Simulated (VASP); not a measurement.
# Si (I4_1/amd) in VASP: further runs

The runs below take Si through elastic constants, phonon dispersion, equation of state, with LDA.

All numbers are computed with VASP 6.6.1; they aren't measurements. Logs are shortened: lines on timing, memory, paths and dates and some standing lists are left out, and cuts for length are marked.

### Step 1. The structure

The structure is tetragonal, space group I4_1/amd (No. 141). The conventional cell has a = 4.743 Å, b = 4.743 Å, c = 2.659 Å, α = 90.00°, β = 90.00°, γ = 90.00°. Around Si (site symmetry -4m2) lie 6 Si at 2.46 to 2.66 Å.

This isn't the form of Si at room conditions, which is diamond.

### Step 2. Elastic constants, LDA

Input file POSCAR:

```
Si
1.0
   -2.3713723045      2.3713723045      1.3292653899
    2.3713723045     -2.3713723045      1.3292653899
    2.3713723045      2.3713723045     -1.3292653899
Si
2
Direct
    0.5000000000      0.5000000000      0.0000000000
    0.2500000000      0.7500000000      0.5000000000
```

Input file INCAR.step1:

```
SYSTEM = Si
PREC = Accurate ; ENCUT = 600
EDIFF = 1E-8 ; ISMEAR = 0
SIGMA = 0.02 ; LREAL = .FALSE.
LASPH = .TRUE. ; NELM = 100
ALGO = Fast ; ISIF = 3
LWAVE = .FALSE. ; LCHARG = .FALSE.
IBRION = 2 ; NSW = 40
EDIFFG = -0.002
```

Input file INCAR.step2:

```
SYSTEM = Si
PREC = Accurate ; ENCUT = 600
EDIFF = 1E-8 ; ISMEAR = 0
SIGMA = 0.02 ; LREAL = .FALSE.
LASPH = .TRUE. ; NELM = 100
ALGO = Fast ; ISIF = 3
LWAVE = .FALSE. ; LCHARG = .FALSE.
IBRION = 6 ; NFREE = 2
POTIM = 0.015 ; NSW = 1
```

Input file KPOINTS:

```
regular mesh
0
G
  8 8 8
  0 0 0
```

Potentials or basis: VASP PAW LDA potentials, release 64 (Si).

Run with:

```bash
$ cat potpaw_LDA.64/Si/POTCAR > POTCAR
$ cp INCAR.step1 INCAR
$ mpirun -np 1 vasp_std > vasp.out
$ cp CONTCAR POSCAR
$ cp INCAR.step2 INCAR
$ mpirun -np 1 vasp_std > vasp.out
```

OUTCAR:

```text
SYSTEM = Si
   PREC = Accurate
   ENCUT = 600
   EDIFF = 1E-8
   ISMEAR = 0
   LREAL = .FALSE.
   LASPH = .TRUE.
   NELM = 100
   ISIF = 3
   IBRION = 6
   NFREE = 2
   POTIM = 0.015
   NSW = 1

 ion  position               nearest neighbor table
   1  0.500  0.500  0.000-   2 2.46   2 2.46   2 2.46   2 2.46   2 3.09   2 3.09   2 3.09   2 3.09

   2  0.250  0.750  0.500-   1 2.46   1 2.46   1 2.46   1 2.46   1 3.09   1 3.09   1 3.09   1 3.09

  LATTYP: Found a body centered tetragonal cell.
 ALAT       =     4.7337052284
 C/A-ratio  =     0.5603174019

  Lattice vectors:

 A1 = (  -2.3668526142,   2.3668526142,   1.3261887074)
 A2 = (   2.3668526142,  -2.3668526142,   1.3261887074)
 A3 = (   2.3668526142,   2.3668526142,  -1.3261887074)

Analysis of symmetry for initial positions (statically):
=====================================================================
 Subroutine PRICEL returns:
 Original cell was already a primitive cell.

 Routine SETGRP: Setting up the symmetry group for a
 body centered tetragonal supercell.

 Subroutine GETGRP returns: Found 16 space group operations
 (whereof  8 operations were pure point group operations)
 out of a pool of 16 trial point group operations.

The static configuration has the point symmetry D_2d.
 The point group associated with its full space group is D_4h.

Analysis of symmetry for dynamics (positions and initial velocities):
=====================================================================
 Subroutine PRICEL returns:
 Original cell was already a primitive cell.

 Routine SETGRP: Setting up the symmetry group for a
 body centered tetragonal supercell.

 Subroutine GETGRP returns: Found 16 space group operations
 (whereof  8 operations were pure point group operations)
 out of a pool of 16 trial point group operations.

The dynamic configuration has the point symmetry D_2d.
 The point group associated with its full space group is D_4h.

 Subroutine INISYM returns: Found 16 space group operations
 (whereof  8 operations are pure point group operations),
 and found     1 'primitive' translations

----------------------------------------------------------------------------------------

                                     Primitive cell

  volume of cell :      29.7172

  direct lattice vectors                    reciprocal lattice vectors
    -2.366852614  2.366852614  1.326188707     0.000000000  0.211251008  0.377020252
     2.366852614 -2.366852614  1.326188707     0.211251008  0.000000000  0.377020252
     2.366852614  2.366852614 -1.326188707     0.211251008  0.211251008  0.000000000

  length of vectors
     3.600383185  3.600383185  3.600383185     0.432170404  0.432170404  0.298754040

  position of ions in fractional coordinates (direct lattice)
     0.500000000  0.500000000  0.000000000
     0.250000000  0.750000000  0.500000000

  ion indices of the primitive-cell ions
   primitive index   ion index
                 1           1
                 2           2

----------------------------------------------------------------------------------------

 KPOINTS: regular mesh

Automatic generation of k-mesh.
 Grid dimensions read from file:
[... 116 lines left out ...]

  energy without entropy =      -11.49336272  energy(sigma->0) =      -11.49337703

------------------------ aborting loop because EDIFF is reached ----------------------------------------

  FORCE on cell =-STRESS in cart. coord.  units (eV):
  Direction    XX          YY          ZZ          XY          YZ          ZX
  --------------------------------------------------------------------------------------
  -------------------------------------------------------------------------------------
  Total        0.0030589      0.0030589      0.0017072      0.0000000      0.0000000      0.0000000
  in kB        0.1649194      0.1649194      0.0920443      0.0000000      0.0000000      0.0000000
  external PRESSURE =       0.1406277 kB  Pullay stress =       0.0000000 kB
[... 89 lines left out ...]
  FREE ENERGIE OF THE ION-ELECTRON SYSTEM (eV)
  ---------------------------------------------------
  free  energy   TOTEN  =       -11.4879909687 eV

  energy  without entropy=      -11.4874240336  energy(sigma->0) =      -11.48770750

[... ionic steps 4 to 14 ...]

--------------------------------------- Ionic step       15  -------------------------------------------

 number of electron       8.0000000 magnetization

------------------------ aborting loop because EDIFF is reached ----------------------------------------
[... 67 lines left out ...]
--------------------------------------- Ionic step       17  -------------------------------------------

 number of electron       8.0000000 magnetization

 Free energy of the ion-electron system (eV)
  ---------------------------------------------------
  ext. energy  EPLUGINS =         0.00000000
  ---------------------------------------------------
  free energy    TOTEN  =       -11.49328917 eV

  energy without entropy =      -11.49317346  energy(sigma->0) =      -11.49323132

 E-fermi :   9.5015     XC(G=0): -11.0899

 val. band max:        9.4850367474   @ k =   0.5000  -0.1250   0.1250
 cond. band min:       9.5229639956   @ k =   0.6250   0.0000  -0.5000
 fundamental gap:      0.0379272482
 Fermi energy:         9.5015208611

 k-point     1 :       0.0000    0.0000    0.0000
  band No.  band energies     occupation
      1      -4.4756      2.00000
      2       6.9882      2.00000
      3       7.0047      2.00000
      4       7.6710      2.00000
      5      10.9977      0.00000
      6      16.9658      0.00000
      7      18.4990      0.00000
      8      18.5075      0.00000
[... 243 lines left out ...]
 k-point    24 :       0.3750    0.1250    0.1250
  band No.  band energies     occupation
      1       2.0546      2.00000
      2       2.8926      2.00000
      3       5.2252      2.00000
      4       5.8644      2.00000
      5      10.8221      0.00000
      6      12.6731      0.00000
      7      14.4040      0.00000
      8      14.9259      0.00000

 [... further k-points ...]
[... 5 lines left out ...]
  --------------------------------------------------------------------------------------
  -------------------------------------------------------------------------------------
  Total        0.0611763     -0.0586695      0.0097177      0.0000000      0.0000000      0.0000000
  in kB        3.2982666     -3.1631163      0.5239223      0.0000000      0.0000000      0.0000000
  external PRESSURE =       0.2196909 kB  Pullay stress =       0.0000000 kB
[... 17 lines left out ...]
  FREE ENERGIE OF THE ION-ELECTRON SYSTEM (eV)
  ---------------------------------------------------
  free  energy   TOTEN  =       -11.4932891695 eV

  energy  without entropy=      -11.4931734617  energy(sigma->0) =      -11.49323132

 INTERNAL STRAIN TENSORS FROM STRAINED CELLS
 ============================================

 INTERNAL STRAIN TENSOR FOR ION    1 for displacements in x,y,z  (eV/Angst):
          X           Y           Z          XY          YZ          ZX
  --------------------------------------------------------------------------------
  x    -0.00000    -0.00000     0.00000     0.00000     0.00000     1.20323
  y     0.00000     0.00000     0.00000     0.00000    -1.21863     0.00000
  z    -2.70911     2.70921     0.00000     0.00001    -0.00017     0.00005

 INTERNAL STRAIN TENSORS FROM DISPLACED ATOMS
 ============================================

 INTERNAL STRAIN TENSOR FOR ION    1 for displacements in x,y,z  (eV/Angst):
          X           Y           Z          XY          YZ          ZX
  --------------------------------------------------------------------------------
  x     0.00000     0.00000     0.00000     0.00000     0.00000    -0.52355
  y     0.00000     0.00000     0.00000     0.00000     0.52355     0.00000
  z    -3.99493     3.99493     0.00000     0.00000     0.00000     0.00000

 INTERNAL STRAIN TENSOR FOR ION    2 for displacements in x,y,z  (eV/Angst):
          X           Y           Z          XY          YZ          ZX
  --------------------------------------------------------------------------------
  x     0.00000     0.00000     0.00000     0.00000     0.00000     0.52355
  y     0.00000     0.00000     0.00000     0.00000    -0.52355     0.00000
  z     3.99493    -3.99493     0.00000     0.00000     0.00000     0.00000

 Eigenvectors and eigenvalues of the dynamical matrix
 ----------------------------------------------------

   1 f  =    9.432792 THz    59.267978 2PiTHz  314.644060 cm-1    39.010874 meV
             X         Y         Z           dx          dy          dz
      0.000000  0.000000  1.326189    -0.672417    0.218759    0.000000
      2.366853 -0.000000  0.663094     0.672417   -0.218759    0.000000
[... 16 lines left out ...]
   5 f  =    0.000000 THz     0.000000 2PiTHz    0.000000 cm-1     0.000000 meV
             X         Y         Z           dx          dy          dz
      0.000000  0.000000  1.326189     0.000000    0.000000    0.707107
      2.366853 -0.000000  0.663094     0.000000    0.000000    0.707107

   6 f/i=    0.000000 THz     0.000001 2PiTHz    0.000004 cm-1     0.000001 meV
             X         Y         Z           dx          dy          dz
      0.000000  0.000000  1.326189     0.683102   -0.182678    0.000000
      2.366853 -0.000000  0.663094     0.683102   -0.182678    0.000000

--------------------------------------------------------------------------------------------------------

 ELASTIC MODULI CONTR FROM IONIC RELAXATION (kBar)
 Direction    XX          YY          ZZ          XY          YZ          ZX
 --------------------------------------------------------------------------------
 XX       -1039.7923   1039.7923      0.0000      0.0000      0.0000      0.0000
 YY        1039.7923  -1039.7923      0.0000      0.0000      0.0000      0.0000
 ZZ           0.0000      0.0000      0.0000      0.0000      0.0000      0.0000
 XY           0.0000      0.0000      0.0000      0.0000      0.0000      0.0000
 YZ           0.0000      0.0000      0.0000      0.0000     -2.8907      0.0000
 ZX           0.0000      0.0000      0.0000      0.0000      0.0000     -2.8907
 --------------------------------------------------------------------------------

 TOTAL ELASTIC MODULI (kBar)
 Direction    XX          YY          ZZ          XY          YZ          ZX
 --------------------------------------------------------------------------------
 XX        1383.7959   2248.8511    281.9808      0.0000     -0.0000      0.0000
 YY        2248.8511   1383.7959    281.9808      0.0000      0.0000      0.0000
 ZZ         281.9808    281.9808   2384.1488      0.0000      0.0000      0.0000
 XY           0.0000      0.0000      0.0000    267.9760      0.0000      0.0000
 YZ          -0.0000      0.0000      0.0000      0.0000   -636.5150      0.0000
 ZX           0.0000      0.0000      0.0000      0.0000      0.0000   -636.5150
 --------------------------------------------------------------------------------
```

Run time: 9.3 min. Hardware: 1 thread of Intel Xeon Platinum 8375C at 2.90GHz (Ice Lake), shared host; peak memory 0.22 GiB.

Results:

```yaml
Relaxed_volume: 14.86 Å³/atom
Relaxed_cell: a = 3.600 Å, b = 3.600 Å, c = 3.600 Å, α = 97.80°, β = 97.80°, γ = 136.77°
Space_group_after_relaxing_to_0.05_Å: I4_1/amd (No. 141)
Voigt_bulk_modulus: 120 GPa
Highest_phonon_frequency_at_Γ: 315 cm⁻¹
```

The path:
```csv
step,energy change (eV),largest force (eV/Å),pressure (GPa),volume (Å³)
1,0.0000,0.0000,-0.71,29.90
2,-0.0002,0.0000,0.44,29.62
3,-0.0004,0.0000,-0.01,29.72
4,-0.0004,0.0000,0.01,29.72
5,-0.0004,0.0000,0.02,29.72
6,-0.0004,0.0000,0.01,29.72
```

Final structure:
```cif
data_structure
_symmetry_space_group_name_H-M 'P 1'
_symmetry_Int_Tables_number 1
_cell_length_a 3.6004
_cell_length_b 3.6004
_cell_length_c 3.6004
_cell_angle_alpha 97.798
_cell_angle_beta 97.798
_cell_angle_gamma 136.773
_cell_volume 29.72
loop_
_atom_site_label
_atom_site_type_symbol
_atom_site_fract_x
_atom_site_fract_y
_atom_site_fract_z
_atom_site_occupancy
Si1 Si 0.50000 0.50000 0.00000 1
Si2 Si 0.25000 0.75000 0.50000 1
```

Phonon frequencies in cm⁻¹ (negative: imaginary):
```tsv
q point	frequencies
(0.000, 0.000, 0.000)	0 0 0 127 315 315
```

Elastic tensor in Voigt notation (GPa, in the Cartesian axes of the cell as first typed):
```
138 225  28   0   0   0
225 138  28   0   0   0
 28  28 238   0   0   0
  0   0   0 -64   0   0
  0   0   0   0 -64   0
  0   0   0   0   0  27
```

Clamped-ion elastic tensor (GPa):
```
242 121  28   0   0   0
121 242  28   0   0   0
 28  28 238   0   0   0
  0   0   0 -63   0   0
  0   0   0   0 -63   0
  0   0   0   0   0  27
```

Caveat: the elastic tensor has a negative eigenvalue, so either the cell is unstable as it stands or the mesh is too thin.

(Part 1 of 2 ends here.)
